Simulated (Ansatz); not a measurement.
Results of PBE-D3(BJ) in Ansatz (plane waves, PAW) for wurtzite BeO.

Run with plane-wave cutoff 520 eV, 18×18×8 k mesh (along the axes of the cell as run), Fermi–Dirac smearing 0.01 eV, scalar-relativistic PAW data made under PBE.

Computed at the level's own relaxed cell.

```xyz
4
Lattice="1.3452 -2.3300 0.0000 1.3452 2.3300 0.0000 0.0000 0.0000 4.3700" Properties=species:S:1:pos:R:3 pbc="T T T"
Be     1.3452    -0.7767     2.1856
Be     1.3452     0.7767     0.0007
O      1.3452    -0.7767     3.8362
O      1.3452     0.7767     1.6512
```

Question: List the 10 lowest band energies at Γ above −25 eV (eV, relative to the valence band maximum), grouping those that round alike.

Answer: At Γ: -18.75, -16.92, -6.30, -1.02 (×2), -0.04 (×2), 0.00, 7.70, 11.71.

Ansatz is an electronic-structure program.
